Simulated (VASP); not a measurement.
# Ag (Fm-3m) in VASP: optical spectrum with PBE

Aim: the optical spectrum of Ag with PBE.

Program: VASP 6.6.1. These are calculated values, not measurements. Logs are shortened: lines on timing, memory, paths and dates and some standing lists are left out, and cuts for length are marked.

## 1. Starting point

Symmetry: Fm-3m, No. 225, cubic system. Conventional cell: a = 4.086 Å, b = 4.086 Å, c = 4.086 Å, α = 90.00°, β = 90.00°, γ = 90.00°. Ag (site symmetry m-3m) has 12 Ag at 2.89 Å as nearest neighbours.

## 2. Optical spectrum, PBE

File INCAR:

```
SYSTEM = Ag
PREC = Accurate ; ENCUT = 520
EDIFF = 1E-6 ; ISMEAR = -1
SIGMA = 0.05 ; LREAL = .False.
LASPH = .True. ; NELM = 80
ALGO = Fast ; ISIF = 2
LWAVE = .False. ; LCHARG = .False.
GGA = PE ; LOPTICS = .True.
NBANDS = 30 ; NEDOS = 2000
CSHIFT = 0.05
```

File KPOINTS:

```
regular mesh
0
Gamma
  8 8 8
  0 0 0
```

File POSCAR:

```
Ag
1.0
    0.0000000000      2.0430000000      2.0430000000
    2.0430000000      0.0000000000      2.0430000000
    2.0430000000      2.0430000000      0.0000000000
Ag
1
Direct
    0.0000000000      0.0000000000      0.0000000000
```

Potentials or basis: VASP PAW PBE potentials, release 64 (Ag).

Launch:

```console
> cat potpaw_PBE.64/Ag/POTCAR > POTCAR
> mpirun -np 1 vasp_std > vasp.out
```

OUTCAR:

```text
SYSTEM = Ag
   PREC = Accurate
   ENCUT = 520
   EDIFF = 1E-6
   ISMEAR = -1
   LREAL = .False.
   LASPH = .True.
   NELM = 80
   ISIF = 2
   GGA = PE

 ion  position               nearest neighbor table
   1  0.000  0.000  0.000-

  LATTYP: Found a face centered cubic cell.
 ALAT       =     4.0860000000

  Lattice vectors:

 A1 = (   0.0000000000,   2.0430000000,   2.0430000000)
 A2 = (   2.0430000000,   0.0000000000,   2.0430000000)
 A3 = (   2.0430000000,   2.0430000000,   0.0000000000)

Analysis of symmetry for initial positions (statically):
=====================================================================
 Subroutine PRICEL returns:
 Original cell was already a primitive cell.

 Routine SETGRP: Setting up the symmetry group for a
 face centered cubic supercell.

 Subroutine GETGRP returns: Found 48 space group operations
 (whereof 48 operations were pure point group operations)
 out of a pool of 48 trial point group operations.

The static configuration has the point symmetry O_h .

Analysis of symmetry for dynamics (positions and initial velocities):
=====================================================================
 Subroutine PRICEL returns:
 Original cell was already a primitive cell.

 Routine SETGRP: Setting up the symmetry group for a
 face centered cubic supercell.

 Subroutine GETGRP returns: Found 48 space group operations
 (whereof 48 operations were pure point group operations)
 out of a pool of 48 trial point group operations.

The dynamic configuration has the point symmetry O_h .

 Subroutine INISYM returns: Found 48 space group operations
 (whereof 48 operations are pure point group operations),
 and found     1 'primitive' translations

----------------------------------------------------------------------------------------

                                     Primitive cell

  volume of cell :      17.0543

  direct lattice vectors                    reciprocal lattice vectors
     0.000000000  2.043000000  2.043000000    -0.244738130  0.244738130  0.244738130
     2.043000000  0.000000000  2.043000000     0.244738130 -0.244738130  0.244738130
     2.043000000  2.043000000  0.000000000     0.244738130  0.244738130 -0.244738130

  length of vectors
     2.889238308  2.889238308  2.889238308     0.423898876  0.423898876  0.423898876

  position of ions in fractional coordinates (direct lattice)
     0.000000000  0.000000000  0.000000000

  ion indices of the primitive-cell ions
   primitive index   ion index
                 1           1

----------------------------------------------------------------------------------------

 KPOINTS: regular mesh

Automatic generation of k-mesh.
 Grid dimensions read from file:
 generate k-points for:    8    8    8

 Generating k-lattice:

  Cartesian coordinates                     Fractional coordinates (reciprocal lattice)
    -0.030592266  0.030592266  0.030592266     0.125000000  0.000000000  0.000000000
     0.030592266 -0.030592266  0.030592266     0.000000000  0.125000000  0.000000000
[... 73 lines left out ...]
   ISMEAR =    -1;   SIGMA  =   0.05  broadening in eV -4-tet -1-fermi 0-gaus
   EFERMI_NEDOS =   21; number of points for ismear=-14 and -15
   IALGO  =     68    algorithm
   IMIX   =      4    mixing-type and parameters
     AMIX     =   0.40;   BMIX     =  1.00
     AMIX_MAG =   1.60;   BMIX_MAG =  1.00
  volume/ion in A,a.u.               =      17.05       115.09
  Fermi-wavevector in a.u.,A,eV,Ry     =   1.414471  2.672962 27.221557  2.000728
  Thomas-Fermi vector in A             =   2.536010
   LORBIT       =      0    0 simple, 1 ext, 2 COOP (PROOUT), +10 PAW based schemes
   GGA     = PE    functional components
   LHFCALC =     F    Hartree Fock is set to
   AEXX    =    0.0000 exact exchange contribution
   IVDW    =     0    specifies the selected vdW correction
   LEPSILON=     F    determine dielectric tensor
   LRPA    =     F    only Hartree local field effects (RPA)
 non-spin polarized calculation
 RMM-DIIS sequential band-by-band and
  energy-cutoff  :      520.00
  volume of cell :       17.05
 maximum number of plane-waves:       477
 NGX is ok and might be reduce to    24
   NGX = 11   NGY = 11   NGZ = 11

 number of electron      10.9999999 magnetization

 Free energy of the ion-electron system (eV)
  ---------------------------------------------------
  ext. energy  EPLUGINS =         0.00000000
  ---------------------------------------------------
  free energy    TOTEN  =        -2.67914702 eV

  energy without entropy =       -2.67513513  energy(sigma->0) =       -2.67714108

 E-fermi :   8.2497     XC(G=0): -12.2072

 val. band max:        8.1604893691   @ k =   0.5000   0.2500   0.1250
 cond. band min:       8.6522295170   @ k =   0.5000   0.3750   0.1250
 fundamental gap:      0.4917401479
 Fermi energy:         8.2496894813

 k-point     1 :       0.0000    0.0000    0.0000
  band No.  band energies     occupation
      1       0.6615      2.00000
      2       3.6285      2.00000
      3       3.6285      2.00000
      4       3.6285      2.00000
      5       4.6629      2.00000
      6       4.6629      2.00000
[... 457 lines left out ...]
      4       4.2296      2.00000
      5       5.3827      2.00000
      6      10.7190      0.00000
[... 9 lines left out ...]
     16      44.5452      0.00000
     17      45.9562      0.00000

 [... further k-points ...]

 [bands above 17 left out]

------------------------ aborting loop because EDIFF is reached ----------------------------------------

  FORCE on cell =-STRESS in cart. coord.  units (eV):
  Direction    XX          YY          ZZ          XY          YZ          ZX
  --------------------------------------------------------------------------------------
  -------------------------------------------------------------------------------------
  Total        0.5408851      0.5408851      0.5408851      0.0000000      0.0000000     -0.0000000
  in kB       50.8136668     50.8136668     50.8136668      0.0000000      0.0000000     -0.0000000
  external PRESSURE =      50.8136668 kB  Pullay stress =       0.0000000 kB

 VOLUME and BASIS-vectors are now :
 -----------------------------------------------------------------------------
  energy-cutoff  :      520.00
  volume of cell :       17.05
      direct lattice vectors                 reciprocal lattice vectors
     0.000000000  2.043000000  2.043000000    -0.244738130  0.244738130  0.244738130
     2.043000000  0.000000000  2.043000000     0.244738130 -0.244738130  0.244738130
     2.043000000  2.043000000  0.000000000     0.244738130  0.244738130 -0.244738130

 POSITION                                       TOTAL-FORCE (eV/Angst)
 -----------------------------------------------------------------------------------
      0.00000      0.00000      0.00000        -0.000000      0.000000      0.000000
 -----------------------------------------------------------------------------------
    total drift:                               -0.000000      0.000000     -0.000000

  FREE ENERGIE OF THE ION-ELECTRON SYSTEM (eV)
  ---------------------------------------------------
  free  energy   TOTEN  =        -2.6791470239 eV

  energy  without entropy=       -2.6751351315  energy(sigma->0) =       -2.67714108

 electrical conductivity sigma (Mega S m-1) (frequency dependency in vasprun.xml)
  --------------------------------------------------------------------------------------
       0.311       0.000       0.000
       0.000       0.311      -0.000
       0.000      -0.000       0.311

  frequency dependent IMAGINARY DIELECTRIC FUNCTION (independent particle, no local field effects) density-density
     E(ev)      X         Y         Z        XY        YZ        ZX
  --------------------------------------------------------------------------------------------------------------
     0.00000     0.00000     0.00000     0.00000     0.00000     0.00000     0.00000
     0.91335     0.01642     0.01642     0.01642    -0.00000    -0.00000     0.00000
     1.82671     0.05151     0.05151     0.05151    -0.00000     0.00000    -0.00000
     2.74006     0.43502     0.43502     0.43502     0.00000     0.00000    -0.00000
     3.65342     2.27683     2.27683     2.27683     0.00000     0.00000     0.00000
     4.56677     2.29982     2.29982     2.29982    -0.00000    -0.00000    -0.00000
[... 92 lines left out ...]
    89.50878     0.00023     0.00023     0.00023     0.00000    -0.00000    -0.00000
    90.42213     0.00022     0.00022     0.00022     0.00000    -0.00000    -0.00000

  frequency dependent      REAL DIELECTRIC FUNCTION (independent particle, no local field effects) density-density
     E(ev)        X           Y           Z          XY          YZ          ZX
  --------------------------------------------------------------------------------------------------------------
     0.00000     5.05913     5.05913     5.05913    -0.00000     0.00000    -0.00000
     0.91335     5.20010     5.20010     5.20010    -0.00000     0.00000    -0.00000
     1.82671     5.76002     5.76002     5.76002    -0.00000     0.00000    -0.00000
     2.74006     8.05629     8.05629     8.05629     0.00000     0.00000    -0.00000
     3.65342     4.61217     4.61217     4.61217    -0.00000    -0.00000     0.00000
     4.56677     0.79481     0.79481     0.79481     0.00000     0.00000    -0.00000
[... 92 lines left out ...]
    89.50878     0.85008     0.85008     0.85008     0.00000    -0.00000     0.00000
    90.42213     0.85420     0.85420     0.85420     0.00000    -0.00000     0.00000

  frequency dependent IMAGINARY DIELECTRIC FUNCTION (independent particle, no local field effects) current-current
     E(ev)      X         Y         Z        XY        YZ        ZX
  --------------------------------------------------------------------------------------------------------------
     0.00000     8.90377     8.90377     8.90377     0.00000     0.00000     0.00000
     0.91335     0.47714     0.47714     0.47714     0.00000     0.00000     0.00000
     1.82671     0.31308     0.31308     0.31308     0.00000     0.00000     0.00000
     2.74006     0.70889     0.70889     0.70889     0.00000     0.00000     0.00000
     3.65342     2.36024     2.36024     2.36024     0.00000     0.00000     0.00000
     4.56677     2.28089     2.28089     2.28089     0.00000    -0.00000     0.00000
[... 92 lines left out ...]
    89.50878     0.00006     0.00006     0.00006    -0.00000    -0.00000     0.00000
    90.42213     0.00006     0.00006     0.00006    -0.00000    -0.00000     0.00000

  frequency dependent      REAL DIELECTRIC FUNCTION (independent particle, no local field effects) current-current
     E(ev)        X           Y           Z          XY          YZ          ZX
  --------------------------------------------------------------------------------------------------------------
     0.00000     5.06422     5.06422     5.06422     0.00000     0.00000     0.00000
     0.91335     5.20540     5.20540     5.20540     0.00000     0.00000     0.00000
     1.82671     5.76799     5.76799     5.76799     0.00000     0.00000     0.00000
     2.74006     8.08314     8.08314     8.08314     0.00000     0.00000     0.00000
     3.65342     4.64411     4.64411     4.64411    -0.00000    -0.00000    -0.00000
     4.56677     0.78651     0.78651     0.78651     0.00000    -0.00000    -0.00000
[... 92 lines left out ...]
    89.50878     0.85008     0.85008     0.85008     0.00000     0.00000    -0.00000
    90.42213     0.85419     0.85419     0.85419     0.00000     0.00000    -0.00000
```

Wall time 9.6 s (1 thread of Intel Xeon Platinum 8488C (Sapphire Rapids), shared host); peak memory 0.15 GiB.

What came out:

```yaml
Free_energy: -2.6791 eV
Pressure: 5.1 GPa
Band_gap_on_the_k_mesh: none (metal or under the smearing width)
```

Levels at points of the mesh, in eV from the Fermi level:
```csv
k point,band 4,band 5,band 6,band 7,band 8,band 9
"(0.00, 0.00, 0.00)",-4.62,-3.59,-3.59,16.20,19.78,19.78
"(0.50, 0.00, 0.00)",-2.79,-2.79,-0.22,3.78,15.43,18.05
"(0.50, 0.50, 0.00)",-2.58,-2.58,1.78,6.92,10.84,10.84
```

Dielectric function (mean over the directions given):
| energy (eV) | real part | imaginary part |
| --- | --- | --- |
| 0.27 | 5.07 | 0.00 |
| 0.73 | 5.15 | 0.01 |
| 1.28 | 5.35 | 0.03 |
| 1.74 | 5.67 | 0.05 |
| 2.28 | 6.43 | 0.11 |
| 2.74 | 8.06 | 0.43 |
| 3.29 | 7.27 | 9.67 |
| 3.74 | 6.71 | 2.62 |
| 4.29 | 0.69 | 6.60 |
| 4.75 | 1.51 | 3.05 |
| 5.30 | 4.34 | 3.97 |
| 5.75 | 4.32 | 3.27 |
| 6.30 | 0.31 | 5.65 |
| 6.76 | 0.88 | 1.50 |
| 7.31 | 2.56 | 1.77 |
| 7.76 | 1.77 | 1.51 |
| 8.31 | 1.78 | 2.08 |
| 8.77 | 2.11 | 3.19 |
| 9.32 | 1.82 | 1.65 |
| 9.77 | 1.51 | 1.18 |
| 10.32 | 2.30 | 2.04 |
| 10.78 | 1.17 | 1.23 |
| 11.33 | 2.60 | 2.95 |
| 11.78 | 1.49 | 1.77 |
| 12.33 | 1.74 | 2.14 |
| 12.79 | 2.28 | 1.29 |
| 13.34 | 1.52 | 2.22 |
| 13.79 | 1.16 | 1.11 |
| 14.34 | 0.80 | 3.45 |
| 14.80 | 1.11 | 1.95 |
| 15.34 | 0.77 | 1.19 |
| 15.80 | 0.65 | 1.66 |
| 16.35 | 1.93 | 1.22 |
| 16.81 | 0.41 | 1.67 |
| 17.35 | 1.24 | 1.40 |
| 17.81 | 1.02 | 0.77 |
| 18.36 | 1.55 | 1.63 |
| 18.82 | 1.39 | 1.26 |
| 19.36 | 0.49 | 1.52 |
| 19.91 | 2.05 | 0.96 |

Caveat: spectra need much finer meshes, so this one isn't converged; independent-particle spectra lack excitons; the intraband (Drude) part of a metal's response may be missing.
